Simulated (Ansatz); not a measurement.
# Photoemission of C(111) with F on 25 % of the top atoms and H on the rest, part 3 of 3

Wanted: the XPS lines and the band structure of C(111) with F on 25 % of the top atoms and H on the rest.

Ansatz 0.2.0; DFT, PBE, plane-wave PAW, default files, scalar-relativistic.

So far: Starting point; Layer-resolved bands, DOS and potential.

## (2) Layer-resolved bands, DOS and potential (continued)

Regions along c: top from 11.8 to 18.1 Å, middle from 9.2 to 11.8 Å, bottom from 3.0 to 9.2 Å.

States with weight above 0.08 nearest the zero at K of the zone, within the window kept, -6.5 to 7.3 eV (levels that the program groups as degenerate share a row):

| E (eV) | weight, total | weight, top | weight, middle | weight, bottom |
| --- | --- | --- | --- | --- |
| -5.11 | 0.40 | 0.05 | 0.19 | 0.15 |
| -4.98 | 0.66 | 0.01 | 0.08 | 0.56 |
| -4.88 | 0.54 | 0.05 | 0.28 | 0.21 |
| -4.87 | 0.38 | 0.13 | 0.22 | 0.03 |
| -4.80 | 0.10 | 0.01 | 0.02 | 0.07 |
| -4.43 | 0.30 | 0.12 | 0.15 | 0.02 |
| -4.39 | 0.14 | 0.08 | 0.04 | 0.02 |
| -4.30 | 0.46 | 0.30 | 0.06 | 0.09 |
| -3.47 | 0.10 | 0.09 | 0.01 | 0.00 |
| -3.27 | 0.15 | 0.12 | 0.03 | 0.00 |

States with weight above 0.08 nearest the zero at Γ of the zone, within the window kept, -6.5 to 7.3 eV (levels that the program groups as degenerate share a row):

| E (eV) | weight, total | weight, top | weight, middle | weight, bottom |
| --- | --- | --- | --- | --- |
| -4.87 | 0.87 | 0.29 | 0.24 | 0.34 |
| -4.77 | 0.11 | 0.11 | 0.00 | 0.00 |
| -3.98 | 0.10 | 0.10 | 0.00 | 0.00 |
| -1.98 | 1.98 | 0.45 | 1.17 | 0.36 |
| -1.46 | 0.94 | 0.26 | 0.38 | 0.31 |
| -1.04 | 1.98 | 0.93 | 0.13 | 0.91 |
| 0.00 | 1.99 | 0.47 | 0.84 | 0.69 |
| 2.89 | 1.00 | 0.02 | 0.04 | 0.85 |
| 4.03 | 0.78 | 0.68 | 0.00 | 0.01 |
| 4.46 | 0.92 | 0.04 | 0.02 | 0.22 |

States with weight above 0.08 nearest the zero at M of the zone, within the window kept, -6.5 to 7.3 eV (levels that the program groups as degenerate share a row):

| E (eV) | weight, total | weight, top | weight, middle | weight, bottom |
| --- | --- | --- | --- | --- |
| -5.37 | 0.33 | 0.07 | 0.19 | 0.07 |
| -5.11 | 0.65 | 0.30 | 0.14 | 0.20 |
| -4.77 | 0.63 | 0.23 | 0.14 | 0.26 |
| -4.17 | 0.33 | 0.16 | 0.02 | 0.16 |
| -3.98 | 0.64 | 0.31 | 0.05 | 0.28 |
| -3.41 | 0.32 | 0.05 | 0.14 | 0.13 |
| -3.02 | 0.66 | 0.18 | 0.28 | 0.20 |
| -2.90 | 0.33 | 0.09 | 0.15 | 0.10 |
| -2.77 | 0.65 | 0.25 | 0.25 | 0.14 |
| 5.22 | 0.21 | 0.11 | 0.08 | 0.02 |

The largest force component on a free atom is 0.001 eV/Å, so the atoms are at rest for these settings too.

## (3) Core holes

XPS shifts tell sites apart. Each chosen atom gets a core hole in a self-consistent pass of its own.

input.yaml reads:

```yaml
crystal:
  lattice:
    - [5.044499777, 0.0, 0.0]
    - [2.5222498885, 4.3686649563, 0.0]
    - [0.0, 0.0, 21.0236689229]
  atoms:
    - { symbol: F_h, position: [0.0, 0.0, 0.6725547364] }
    - { symbol: H, position: [0.4996798951, 0.0006402098, 0.6581028736] }
    - { symbol: H, position: [0.0006402098, 0.4996798951, 0.6581028736] }
    - { symbol: H, position: [0.4996798951, 0.4996798951, 0.6581028736] }
    - { symbol: C_h, position: [0.0, 0.0, 0.6046737971] }
    - { symbol: C, position: [0.4995483413, 0.0009033174, 0.6057007744] }
    - { symbol: C, position: [0.0009033174, 0.4995483413, 0.6057007744] }
    - { symbol: C_h, position: [0.4995483413, 0.4995483413, 0.6057007744] }
    - { symbol: C_h, position: [0.8328056718, 0.3343886563, 0.5821979469] }
    - { symbol: C, position: [0.3333333333, 0.3333333333, 0.5820732287] }
    - { symbol: C, position: [0.8328056718, 0.8328056718, 0.5821979469] }
    - { symbol: C, position: [0.3343886563, 0.8328056718, 0.5821979469] }
    - { symbol: C, position: [0.8335448573, 0.3329102855, 0.5082586977] }
    - { symbol: C, position: [0.3333333333, 0.3333333333, 0.5083104007] }
    - { symbol: C, position: [0.8335448573, 0.8335448573, 0.5082586977] }
    - { symbol: C, position: [0.3329102855, 0.8335448573, 0.5082586977] }
    - { symbol: C_h, position: [0.1667264958, 0.1667264958, 0.483760461] }
    - { symbol: C, position: [0.6665470084, 0.1667264958, 0.483760461] }
    - { symbol: C, position: [0.1667264958, 0.6665470084, 0.483760461] }
    - { symbol: C, position: [0.6666666667, 0.6666666667, 0.4838888493] }
    - { symbol: C, position: [0.1666666667, 0.1666666667, 0.410244859] }
    - { symbol: C, position: [0.6666666667, 0.1666666667, 0.410244859] }
    - { symbol: C, position: [0.1666666667, 0.6666666667, 0.410244859] }
    - { symbol: C, position: [0.6666666667, 0.6666666667, 0.410244859] }
    - { symbol: C, position: [0.0, 0.0, 0.385755694] }
    - { symbol: C, position: [0.5, 0.0, 0.385755694] }
    - { symbol: C, position: [0.0, 0.5, 0.385755694] }
    - { symbol: C, position: [0.5, 0.5, 0.385755694] }
    - { symbol: H, position: [0.0, 0.0, 0.332958059] }
    - { symbol: H, position: [0.5, 0.0, 0.332958059] }
    - { symbol: H, position: [0.0, 0.5, 0.332958059] }
    - { symbol: H, position: [0.5, 0.5, 0.332958059] }
kpoints:
  mp_grid: { grid: [6, 6, 1] }
scf:
  occupations: { method: fermi_dirac, width: 0.02 }
  n_extra_bands: 23
hamiltonian:
  xc: pbe
  pseudopotentials: { kind: paw }
output:
  forces: true
  write_potential: true
  volumetric_format: []
  core_levels:
    shells: { F_h: "1s", C_h: "1s" }
    counted_from: conduction_bottom
    add_spin: false
efield:
  axis: 3
  dipole_correction: true
```

Command:

```sh
$ ansatz run input.yaml --threads 4 --pin off --max-ram 8192MiB --backend cpu --events-out ev --progress --plain --runs-dir out
```

Numbers of over 12 decimals in the logs are rounded to 6 here.

What it wrote:

```text
[...]
Crystal: 32 atoms, lattice volume = 463.314 Å³
Basis set: ecut = 420 eV, 9137 PW (Γ), exchange–correlation on 72×72×288 points (8 copies of the dense FFT grid, shifted against one another)
Bands: 78, of which v1, the nominal top of the filled ones, is band 55 counted from 1 (54 counted from 0)
Symmetry: 1 space group operations
[...]
k-points: 20 of 36 (time reversal used)
[...]
SCF iter   1: F=—  HF=-6940.661003 eV  |F-HF|=—  |Δ(HF+E_count)|=         —  Δρ=2.96e-3  dr2=1.64e-1  ethr=1.77e-3  p=-0.060 e·Å  D=-2.35e-2 V/Å  ΔV_dip=0.49 eV  dr2_dipole=2.70e-2  V_vac-E_F(+/−)=3.42/2.93 eV  ⟨swp⟩=15.8  Hψ=12460  notcnv=0  defer=137
[...]
SCF iter   8: F=-6940.633757 eV  HF=-6940.633757 eV  |F-HF|=1.52e-8  |Δ(HF+E_count)|=   1.76e-8  Δρ=3.32e-6  dr2=3.10e-8  ethr=9.09e-11  p=-0.163 e·Å  D=-6.36e-2 V/Å  ΔV_dip=1.34 eV  dr2_dipole=6.38e-10  V_vac-E_F(+/−)=3.58/2.24 eV  ⟨swp⟩=30.2  Hψ=18198  notcnv=0
SCF 1 converged in 8 iterations: F = -6940.633757 eV  dr2 = 3.10e-8
[...]
── core hole 1/5: 1s of F_h 0 ──
── 1s of F_h 0: 686.833 eV over the cell without the hole, in 19 iterations ──
── core hole 2/5: 1s of C_h 4 ──
── 1s of C_h 4: 288.022 eV over the cell without the hole, in 25 iterations ──
── core hole 3/5: 1s of C_h 7 ──
── 1s of C_h 7: 287.062 eV over the cell without the hole, in 19 iterations ──
── core hole 4/5: 1s of C_h 8 ──
── 1s of C_h 8: 287.443 eV over the cell without the hole, in 18 iterations ──
── core hole 5/5: 1s of C_h 16 ──
── 1s of C_h 16: 287.370 eV over the cell without the hole, in 16 iterations ──
SCF converged after 8 iterations
Free energy (F): -6940.633757 eV
[...]
Internal energy: -6940.633757 eV  (E = F + TS)
E sigma→0 (E₀):  -6940.633757 eV
Fermi energy:    2.579331 eV
Dipole field:    D = -0.063587 V/Å  (p = -0.162811 e·Å, saw-weighted, corrected)
Work function:   Φ+ = 3.5759 eV   Φ− = 2.2389 eV
[...]
--- Forces (eV/Å), atoms counted from 1 ---
  atom   1  F_h     0.00000010    -0.00000015     0.00041137
  atom   2  H      -0.00000007     0.00039754    -0.00017193
  atom   3  H       0.00034423    -0.00019879    -0.00017166
  atom   4  H      -0.00034423    -0.00019870    -0.00017198
  atom   5  C_h     0.00000027     0.00000001    -0.00094944
  atom   6  C      -0.00000040     0.00000583    -0.00028745
  atom   7  C       0.00000471    -0.00000274    -0.00028739
  atom   8  C_h    -0.00000475    -0.00000225    -0.00028775
  atom   9  C_h    -0.00000003     0.00005392     0.00027905
  atom  10  C       0.00000007    -0.00000027    -0.00027678
  atom  11  C      -0.00004659    -0.00002689     0.00027886
  atom  12  C       0.00004656    -0.00002701     0.00027900
  atom  13  C      -0.00000017    -0.00084039    -0.00033640
  atom  14  C       0.00000021     0.00000014     0.00023485
  atom  15  C       0.00072790     0.00042054    -0.00033680
  atom  16  C      -0.00072800     0.00042033    -0.00033620
  atom  17  C_h     0.00013778     0.00007934    -0.00026026
  atom  18  C      -0.00013789     0.00007935    -0.00026038
  atom  19  C      -0.00000001    -0.00015926    -0.00026011
  atom  20  C       0.00000004    -0.00000014     0.00138798
  atom  21  C      -0.00458685    -0.00264798    -0.89929588
  atom  22  C       0.00458676    -0.00264775    -0.89929576
  atom  23  C       0.00000017     0.00529645    -0.89929578
  atom  24  C      -0.00000016     0.00000003    -0.86013802
  atom  25  C       0.00000014    -0.00000002     0.76951351
  atom  26  C       0.00000000     0.00186213     0.78023490
  atom  27  C       0.00161272    -0.00093156     0.78023491
  atom  28  C      -0.00161264    -0.00093154     0.78023498
  atom  29  H       0.00000000     0.00000003     0.11148376
  atom  30  H       0.00000003    -0.00153705     0.11273756
  atom  31  H      -0.00133114     0.00076848     0.11273736
  atom  32  H       0.00133114     0.00076845     0.11273769
  max |Σ_I F_I| component: 3.66e-4 eV/Å
--- Band table (eV; the first three rows and the last of 20) ---
  k-point 0: bands = [... 51 lower, 0.0873, 0.0873, 1.1255, 1.1255, 4.0193, 5.1525, 5.5896, 6.3414, ... 19 higher]
  k-point 1: bands = [... 51 lower, -0.3621, -0.2186, 0.4163, 0.8683, 4.1859, 5.3279, 5.7802, 6.3592, ... 19 higher]
  k-point 2: bands = [... 51 lower, -1.1828, -0.9414, -0.4551, 0.2186, 4.6698, 5.7567, 6.2322, 6.3672, ... 19 higher]
  k-point 19: bands = [... 51 lower, -0.9200, -0.7898, -0.5510, -0.5307, 5.4212, 5.4234, 6.1732, 6.6157, ... 19 higher]
--- Core levels from the conduction bottom, as differences alone (as output.core_levels.counted_from types it; a hole's nearest image at 5.0 Å) ---
  the holes have no spin, as output.core_levels.add_spin types it
  atom         alike  shell      binding/eV   shift/eV difference/eV images/eV   SCF
  F_h 0            1     1s               –     +0.000       686.833         –    19
  C_h 4            1     1s               –     +0.000       288.022         –    25
  C_h 7            1     1s               –     -0.960       287.062         –    19
  C_h 8            1     1s               –     -0.580       287.443         –    18
  C_h 16           1     1s               –     -0.653       287.370         –    16
  the dataset of F_h with a 1s hole: scattering error 0.016 eV (0.001 eV in the local channel); free atom: scalar-relativistic, large and small components
  the dataset of C_h with a 1s hole: scattering error 0.003 eV (0.001 eV in the local channel); free atom: scalar-relativistic, large and small components
```

The job ended after 3.3 min (4 threads of Intel Xeon at 2.80GHz (Skylake/Cascade Lake), shared host; peak memory 1.4 GiB; 12 min of CPU time).

Numbers from this step:

```
symmetry operations : 1
```

Each level is the free energy with the hole less that without it. The electron stays in the lowest empty state, so these are excitation energies, not binding energies. The hole's nearest image is 5.0 Å away, and the holes carry no spin, so absolute levels are rough.

| atom | region | shell | level (eV) | shift (eV) | potential at nucleus, shift (V) | j lines (eV) | doubts |
| --- | --- | --- | --- | --- | --- | --- | --- |
| F1 | adsorbate | 1s | 686.83 | - | +0.00 | - | - |
| C5 | layer 1 | 1s | 288.02 | +0.65 | +1.61 | - | - |
| C8 | layer 1 | 1s | 287.06 | -0.31 | -0.44 | - | - |
| C9 | layer 2 | 1s | 287.44 | +0.07 | -0.02 | - | - |
| C17 | middle | 1s | 287.37 | +0.00 | +0.00 | - | - |

Shifts count from the last listed atom of each element. With the electron kept in the cell, its attraction to the hole differs by site and enters these shifts. A higher potential at the nucleus binds core electrons more tightly, so that column is a rough initial-state shift.

The C 1s lines of the listed atoms alone (other atoms of the cell aren't counted), as Gaussians 0.5 eV wide, no depth weighting. Intensity against C 1s level; read off at these points:

C 1s level (eV), intensity (%) and a bar:
```
   286.10          0 
   286.20          0 
   286.30          0 
   286.40          0 
   286.50          1 
   286.60          4 #
   286.70         10 ###
   286.80         22 #######
   286.90         38 ###########
   287.00         56 #################
   287.10         74 ######################
   287.20         89 ###########################
   287.30         99 ##############################
   287.35        100 ##############################
   287.40         98 #############################
   287.50         85 #########################
   287.60         65 ###################
   287.70         48 ##############
   287.80         41 ############
   287.90         43 #############
   288.00         45 #############
   288.10         41 ############
   288.20         31 #########
   288.30         18 ######
   288.40          9 ###
   288.50          3 #
   288.60          1 
   288.70          0 
   288.80          0 
   288.90          0
```

## (4) Another try

In this try the input is made faulty on purpose, to show what that does.

This step: DFT, PBE, plane-wave PAW, default files, scalar-relativistic; changed: hamiltonian.hubbard = {"sites": [{"species": "C", "l": "f", "u_eff": 4.0}]}, scf.max_iter = 80 (Ansatz 0.2.0).

input.yaml, as its differences from that of step 3:

```diff
@@ -6,3 +6,3 @@
   atoms:
-    - { symbol: F_h, position: [0.0, 0.0, 0.6725547364] }
+    - { symbol: F, position: [0.0, 0.0, 0.6725547364] }
     - { symbol: H, position: [0.4996798951, 0.0006402098, 0.6581028736] }
@@ -10,7 +10,7 @@
     - { symbol: H, position: [0.4996798951, 0.4996798951, 0.6581028736] }
-    - { symbol: C_h, position: [0.0, 0.0, 0.6046737971] }
+    - { symbol: C, position: [0.0, 0.0, 0.6046737971] }
     - { symbol: C, position: [0.4995483413, 0.0009033174, 0.6057007744] }
     - { symbol: C, position: [0.0009033174, 0.4995483413, 0.6057007744] }
-    - { symbol: C_h, position: [0.4995483413, 0.4995483413, 0.6057007744] }
-    - { symbol: C_h, position: [0.8328056718, 0.3343886563, 0.5821979469] }
+    - { symbol: C, position: [0.4995483413, 0.4995483413, 0.6057007744] }
+    - { symbol: C, position: [0.8328056718, 0.3343886563, 0.5821979469] }
     - { symbol: C, position: [0.3333333333, 0.3333333333, 0.5820732287] }
@@ -22,3 +22,3 @@
     - { symbol: C, position: [0.3329102855, 0.8335448573, 0.5082586977] }
-    - { symbol: C_h, position: [0.1667264958, 0.1667264958, 0.483760461] }
+    - { symbol: C, position: [0.1667264958, 0.1667264958, 0.483760461] }
     - { symbol: C, position: [0.6665470084, 0.1667264958, 0.483760461] }
@@ -43,2 +43,3 @@
   n_extra_bands: 23
+  max_iter: 80
 hamiltonian:
@@ -46,2 +47,3 @@
   pseudopotentials: { kind: paw }
+  hubbard: { sites: [{ species: C, l: f, u_eff: 4.0 }] }
 output:
@@ -50,6 +52,14 @@
   volumetric_format: []
-  core_levels:
-    shells: { F_h: "1s", C_h: "1s" }
-    counted_from: conduction_bottom
-    add_spin: false
+  dos:
+    projected:
+      site_lists:
+        adsorbate: [0, 1, 2, 3]
+        layer_1: [4, 5, 6, 7]
+        layer_2: [8, 9, 10, 11]
+        layer_3: [12, 13, 14, 15]
+        middle: [16, 17, 18, 19]
+        other_layers: [20, 21, 22, 23, 24, 25, 26, 27, 28, 29, 30, 31]
+    de: 0.05
+    e_range: [-30, 12]
+    method: { smearing: { sigma: 0.12, scheme: gaussian } }
 efield:
```

What it wrote:

```text
Error: inconsistent input (hamiltonian.hubbard.sites[].l, hamiltonian.hubbard.sites[].shell): the file of C doesn't list 4f, and it can't be added: PBE doesn't bind the shell 4f of the free atom, whose level lies at +1.13 eV. Type an atom or ion with it (hamiltonian.pseudopotentials.projection_atoms), take another file or name another shell
```

Run time: 0.13 s. Hardware: 4 threads; peak memory 0.1 GiB.

The program refused the input before any cycle.

The program's message: “Error: inconsistent input (hamiltonian.hubbard.sites[].l, hamiltonian.hubbard.sites[].shell): the file of C doesn't list 4f, and it can't be added: PBE doesn't bind the shell 4f of the free atom, whos …”

The change that led to it: hamiltonian.hubbard.

## (5) Results

| Quantity | Value |
| --- | --- |
| ionisation potential | 5.03 eV (upper face; lower face 3.69 eV) |
| electron affinity (Kohn–Sham) | 2.14 eV (slab's lowest empty level against the upper vacuum) |
| C core shifts among the listed atoms, from the last listed one | -0.31 to +0.65 eV |

In words: The valence top of C(111) with F on 25 % of the top atoms and H on the rest lies 5.03 eV (upper face; lower face 3.69 eV) below the vacuum and the lowest empty level 2.14 eV below the vacuum of the upper face. That empty level sits on the lower face (86 % of its weight), so it is a surface level and no edge of the bulk's conduction band; it lies 0.80 eV below the vacuum of that face. No level with weight over 0.3 between −3.0 and 3.0 eV at the labelled points has over 60 % of its weight in the top region and under 6 % in the middle, the test used here for a surface state; levels near these limits can still be surface states of a thicker slab. The upper face's value lies 1.34 eV above that of the hydrogen-covered lower face; the difference is the dipole step of the groups. Core shifts: C -0.31 to +0.65 eV. Among the sites run, the most bound C 1s level is that of C5 (layer 1), bonded to 3 C and 1 F; the least bound, 0.96 eV shallower, that of C8 (layer 1), bonded to 3 C and 1 H. That is the order that electronegative neighbours give as a rule, though screening of the hole enters too. These are excitation energies with the electron kept in the cell, so its attraction to the hole, which differs by site, enters the order. At 21.2 eV the valence spectrum has its highest listed peaks within 10.8 eV at 2.8 eV (C 2p), 3.4 eV (C 2p), 4.4 eV (C 2p), 4.8 eV (C 2p) and 5.6 eV (C 2p). At 1486.7 eV the valence spectrum has its highest listed peaks within 26.6 eV at 10.9 eV (C 2s), 14.6 eV (C 2s), 15.5 eV (C 2s), 15.9 eV (C 2s) and 25.1 eV (F 2s). The shell named is the one with most of the intensity, cross sections included, not always the one with most states there. The slab's own atoms span 4.6 Å, so bulk bands appear as a few quantum-well levels, and states of the two faces can mix. The affinity uses the Kohn–Sham gap, which is too small, so the true affinity is lower and the true ionisation potential usually higher.

[Logs are printed without paths, hosts, clocks, repeated set-up lines and the standing remarks that a program may print on its own settings, such as how far it seeks lower states.]

[Hosts, paths, dates, database ids (printed as entryN), source tags and the programs' standing remarks are cut or masked in the printed files.]

[Maps of the electrostatic potential energy from Ansatz leave out the sawtooth potential of an applied field or a dipole correction, so their vacuum need not be flat; work functions include it.]
